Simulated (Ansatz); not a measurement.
CdTe:

```
Te Cd
1.0
     0.00000    3.20500    3.20500
     3.20500    0.00000    3.20500
     3.20500    3.20500    0.00000
Te Cd
1 1
Direct
  0.75000 0.75000 0.75000
  0.00000 0.00000 0.00000
```

Base run:

| Item | Value |
| --- | --- |
| Program | Ansatz 0.2.0 |
| Functional | PBEsol |
| Potentials or basis | all-electron LAPW, non-relativistic |
| Cutoff | 260 eV (chosen from the basis error) |
| Basis error allowed | 0.001 eV/atom |
| k mesh | 7 × 7 × 7 |
| Occupations | fermi-dirac, width 0.05 eV |
| Spin | no spin polarisation |

Its results: band gap on the k mesh 1.93 eV, direct; pressure 3.7 GPa.

Q: The run is repeated on the same cell with these changes: potentials or basis from all-electron LAPW, non-relativistic to all-electron LAPW, scalar-relativistic. What comes out?

A: Band gap on the k mesh 0.76 eV, direct; pressure 1.7 GPa.

Caveats: spin-orbit coupling is left out, which moves the levels of the heavy elements; relativity is left out, which matters for the heavier elements (some runs).
